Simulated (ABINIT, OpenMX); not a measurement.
Ag: programs and potentials compared

```
Ag
1.0
     0.00000    2.04275    2.04275
     2.04275    0.00000    2.04275
     2.04275    2.04275    0.00000
Ag
1
Direct
  0.00000 0.00000 0.00000
```

Alike in all runs: task band structure; functional LDA; k mesh 11 × 11 × 11; occupations fermi-dirac, width 0.05 eV; no spin polarisation; no spin-orbit coupling. LDA stands for any of its common fits. Pressure is positive in compression and, in plane waves, holds the error of the finite cutoff.

| program and potentials | plane-wave cutoff (eV) | notes | pressure (GPa) |
| --- | --- | --- | --- |
| OpenMX, OpenMX 2013 LDA set, Ag7.0-s3p2d2, grid cutoff 400 Ry | - | atomic basis; 17 valence electrons an atom on average | -5.12 |
| ABINIT, PseudoDojo NC SR LDA v0.4.1 standard | 1170 | 19 valence electrons an atom on average | -7.63 |
| ABINIT, JTH PAW LDA v2.0 | 463 | 11 valence electrons an atom on average | ? |
| ABINIT, JTH PAW PBE v2.0 | 544 | potentials made for PBE; 11 valence electrons an atom on average | -7.43 |

Problem. Estimate from the other rows what the run with ABINIT, JTH PAW LDA v2.0 gave.

Solution. Pressure -7.60 GPa. The other rows, which needn't bracket it: pressure -7.63 to -5.12.
